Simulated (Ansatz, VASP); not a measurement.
**Mo in VASP and in Ansatz**

INCAR

```
SYSTEM = Mo
PREC = Accurate ; ENCUT = 600
EDIFF = 1E-7 ; ISMEAR = -1
SIGMA = 0.05 ; LREAL = .False.
LASPH = .True. ; NELM = 80
ALGO = Normal ; ISIF = 3
LWAVE = .False. ; LCHARG = .False.
GGA = PE ; IBRION = 2
NSW = 40 ; EDIFFG = -0.01
PSTRESS = 0
```

The input KPOINTS:

```
Automatic mesh
0
Gamma
  12 12 12
  0 0 0
```

POSCAR

```
Mo
1.0
   -1.5838089719      1.5838089719      1.5838089719
    1.5838089719     -1.5838089719      1.5838089719
    1.5838089719      1.5838089719     -1.5838089719
Mo
1
Direct
    0.0000000000      0.0000000000      0.0000000000
```

Contents of input.yaml:

```yaml
crystal:
  lattice:
    - [-1.5838089719, 1.5838089719, 1.5838089719]
    - [1.5838089719, -1.5838089719, 1.5838089719]
    - [1.5838089719, 1.5838089719, -1.5838089719]
  atoms:
    - { symbol: Mo, position: [0.0, 0.0, 0.0] }
hamiltonian:
  xc: pbe
  pseudopotentials: { kind: paw }
kpoints:
  mp_grid: { grid: [12, 12, 12] }
scf:
  occupations: { method: fermi_dirac, width: 0.05 }
output:
  forces: true
  stress: true
  eigenvalues: true
  write_density: true
  write_potential: true
  elf: true
  volumetric_format: npy
relax:
  f_tol: 0.01
  max_steps: 40
  cell: { stress_tol: 0.05 }
```

Alike in both runs: task relaxation of cell and atoms; functional PBE; k mesh 12 × 12 × 12; occupations fermi-dirac, width 0.05 eV; no spin polarisation.

|  | VASP | Ansatz |
| --- | --- | --- |
| version | VASP 6.6.1 | Ansatz 0.2.0 |
| potentials or method | VASP PAW PBE potentials, release 64 (Mo_sv) | Ansatz PAW |
| plane-wave cutoff (eV) | 600 | 420 |
| valence electrons in the cell | 14 | 14 |

```tsv
	VASP	Ansatz	Ansatz less VASP
gap on the k mesh at the Fermi level, each at its own relaxed structure (eV)	none	none	-
relaxed volume (Å³/atom)	15.80	15.78	-0.022
relaxed cell length with the largest relative difference (Å)	2.738	2.737	-0.0013
```

A gap of «none» marks a metal or a gap that the smearing closes.

Caveats: the plane-wave basis is chosen anew once the cell has moved, so the energies of steps on either side of that aren't comparable (Ansatz).
